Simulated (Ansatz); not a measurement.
The system is WS2.

```
W S
1.0
     1.57900    0.91164    6.16333
    -1.57900    0.91164    6.16333
     0.00000   -1.82327    6.16333
W S
1 2
Direct
  0.00000 0.00000 0.00000
  0.58100 0.58100 0.58100
  0.75030 0.75030 0.75030
```

Measurements of this composition are mostly on another form, of space group No. 194.

A run of Ansatz 0.2.0 on this cell left the log below. Logs are shortened: lines on timing, memory, paths and dates and some standing lists are left out, and cuts for length are marked.

```text
Warning: RAYON_NUM_THREADS=2 ignored (pool sized by the plan → 2); use --threads N
W: projections on atomic orbitals take those of the free atom 1s2 2s2 2p6 3s2 3p6 3d10 4s2 4p6 4d10 4f14 5s2 5p6 5d4 6s2, of charge +0.00 (hamiltonian.pseudopotentials.projection_atoms)
S: projections on atomic orbitals take those of the free atom 1s2 2s2 2p6 3s2 3p4, of charge +0.00 (hamiltonian.pseudopotentials.projection_atoms)
LAPW: plane waves up to 8.339 Å⁻¹, error target 2.0e-3 eV per atom; small_component_spin mean_spin; S in spheres of 1.023 Å, 14 of its electrons in bands, Dirac shells []; W in spheres of 1.368 Å, 38 of its electrons in bands, Dirac shells [] (how accurate: hamiltonian.pseudopotentials.lapw.basis_error, Limitations)
Engine: ansatz 0.2.0, aarch64-unknown-linux-gnu
Pseudopotentials: kind: all_electron
Pseudopotential: W, LAPW, valence charge 38, lapw/all_electron/scalar/gaussian/W, Koelling and Harmon's equation, gaussian nucleus
Pseudopotential: S, LAPW, valence charge 14, lapw/all_electron/scalar/gaussian/S, Koelling and Harmon's equation, gaussian nucleus
Functional definition: PBEsol
  exchange = pbesol_x
  correlation = pbesol_c
Crystal: 3 atoms, lattice volume = 53.232 Å³
Basis set: ecut = 264.9179143137132 eV, 527 PW (Γ), FFT grids on a1−a3, a2−a3, a3, exchange–correlation at level 2
Bands: 40, of which v1, the nominal top of the filled ones, is band 33 counted from 1 (32 counted from 0)
Symmetry: 6 space group operations
Space group: R3m (ITA 160), of the structure as read, at distance tolerance 3.8e-5 Å
k-points: 116 of 1000 (time reversal used)
[... 35 lines left out ...]
  E_electrostatic = -964181.915310  (all electrons and nuclei)
  E_smearing   = -0.000000  (= −TS)
  E_closure    = 0.000000  (closes the sum)
  E_atoms      = -460744.039139  (free atoms, spherical and without spin; not in F)
  Σ components = -460757.852965   (vs F -460757.852965, Δ=0.00e0)
  Basis errors (estimates in eV, not in F): energy 1.0e-3 per atom: plane waves 8.3e-4 (4.8e-4 summed), levels above the bands 2.4e-77, relativity 5.9e-8, radial functions 1.6e-4, core shells 2.4e-6; eigenvalues (radial functions only) 2.7e-6; not estimated: angular momenta, meshes, grids; target (lapw.basis_error) 2.0e-3; muffin-tin radii S 1.023 Å, W 1.368 Å
--- Forces (eV/Å), atoms counted from 1 ---
  atom   1  W      0.00000000    -0.00000000    -0.61841916
  atom   2  S      0.00000000     0.00000000     0.35694965
  atom   3  S      0.00000000     0.00000000     0.26145935
  max |Σ_I F_I| component: 1.02e-5 eV/Å
--- Stress (GPa, compression-positive) ---
        1.282594       0.000000       0.000000
        0.000000       1.282594      -0.000000
        0.000000      -0.000000       0.198865
  P = ⅓ Tr σ = 0.9214 GPa (9.214 kbar)
--- Band table (eV; the first three rows and the last of 116) ---
  k-point 0: bands = ["-219.3499", "-219.3499", "-219.2981", "-219.2981", "-219.2183", "-191.3411", "-191.3276", "-136.4107", "-136.4107", "-136.3970", "-136.3970", "-136.3615", "-136.3533", "-60.4002", "-24.5905", "-24.5905", "-24.5678", "-14.7341", "-14.7146", "-14.6957", "-14.6957", "-14.6112", "-14.6112", "-14.5795", "-1.4059", "0.6352", "6.1216", "10.7104", "10.7104", "12.1724", "12.2460", "12.2460", "12.7763", "16.6619", "16.6619", "16.8531", "16.8531", "18.7993", "21.9540", "22.5465"]
  k-point 1: bands = ["-219.3499", "-219.3499", "-219.2981", "-219.2981", "-219.2183", "-191.3409", "-191.3274", "-136.4107", "-136.4107", "-136.3970", "-136.3970", "-136.3615", "-136.3533", "-60.3976", "-24.6269", "-24.5988", "-24.5610", "-14.7330", "-14.7159", "-14.6958", "-14.6952", "-14.6119", "-14.6114", "-14.5791", "-1.2323", "0.6985", "6.3514", "10.2832", "10.8784", "11.5720", "11.9813", "12.1882", "12.9735", "16.2378", "16.6203", "16.7428", "17.0559", "19.5601", "22.5045", "22.7147"]
  k-point 2: bands = ["-219.3499", "-219.3499", "-219.2981", "-219.2981", "-219.2183", "-191.3405", "-191.3270", "-136.4108", "-136.4107", "-136.3970", "-136.3969", "-136.3614", "-136.3533", "-60.3913", "-24.7206", "-24.6204", "-24.5434", "-14.7302", "-14.7192", "-14.6961", "-14.6938", "-14.6135", "-14.6117", "-14.5779", "-0.7475", "0.8684", "6.9555", "9.3726", "10.5532", "11.2727", "11.4753", "12.0731", "12.6939", "15.5141", "16.3637", "17.0819", "17.6467", "20.7398", "22.5384", "23.1046"]
  k-point 115: bands = ["-219.3499", "-219.3499", "-219.2981", "-219.2981", "-219.2183", "-191.3410", "-191.3275", "-136.4107", "-136.4107", "-136.3969", "-136.3969", "-136.3615", "-136.3533", "-60.4008", "-24.5905", "-24.5905", "-24.5678", "-14.7341", "-14.7146", "-14.6957", "-14.6957", "-14.6112", "-14.6112", "-14.5795", "-1.1823", "0.1997", "6.9987", "10.3990", "10.6950", "10.6950", "12.2840", "12.2840", "13.5810", "16.6349", "16.6349", "16.8296", "16.8296", "19.0244", "22.4309", "23.9014"]
Occupation matrices written to <dir>
--- Occupation matrices: 1 shell (run DFT+U table (ortho-atomic); ε = 1.25e-3) ---
  W0 d_5D: site group C3v (3m)
  W0 d_5D -      Tr n = 2.4738  λ = 0.426 0.426 0.479 0.479 0.664  [2× xz 0.50 E(1.00) | 2× x2-y2 0.50 E(1.00) | z2 1.00 A1(1.00)]
  Tr n, λ and their labels are of the run-group-symmetrised matrices; stabiliser: 12 of 12 elements of G0×{1,Θ} (closed), max defect 1.1e-15 at τ = 2.7e-4
```

Q: What input gives this log?

A: Density of states with PBEsol+U, no spin polarisation. The files as run (others can give the same):

input.yaml
```yaml
crystal:
  lattice:
    - [1.579, 0.9116360751, 6.1633333333]
    - [-1.579, 0.9116360751, 6.1633333333]
    - [0.0, -1.8232721501, 6.1633333333]
  atoms:
    - { symbol: W, position: [0.0, 0.0, 0.0] }
    - { symbol: S, position: [0.581, 0.581, 0.581] }
    - { symbol: S, position: [0.7503, 0.7503, 0.7503] }
kpoints:
  mp_grid: { grid: [10, 10, 10] }
scf:
  occupations: { method: fermi_dirac, width: 0.05 }
hamiltonian:
  xc: pbesol
  pseudopotentials: { kind: all_electron, lapw: { basis_error: 0.002 } }
  hubbard:
    sites: [{ species: W, l: d, u_eff: 8 }]
    double_counting: fll
    projectors: ortho-atomic
output:
  forces: true
  stress: true
  eigenvalues: true
  dos: { projected: false, de: 0.2, e_range: [-20, 10] }
  hubbard: {}
```

Potentials or basis: all-electron LAPW, scalar-relativistic.
The run is started by
```sh
$ ansatz run input.yaml --threads 2 --pin off --max-ram 8192MiB --backend cpu --events-out ev --progress --plain --runs-dir out
```

Caveat: spin-orbit coupling is left out, which moves the levels of the heavy elements; the density of states is complete only up to the lowest level of the last band computed.
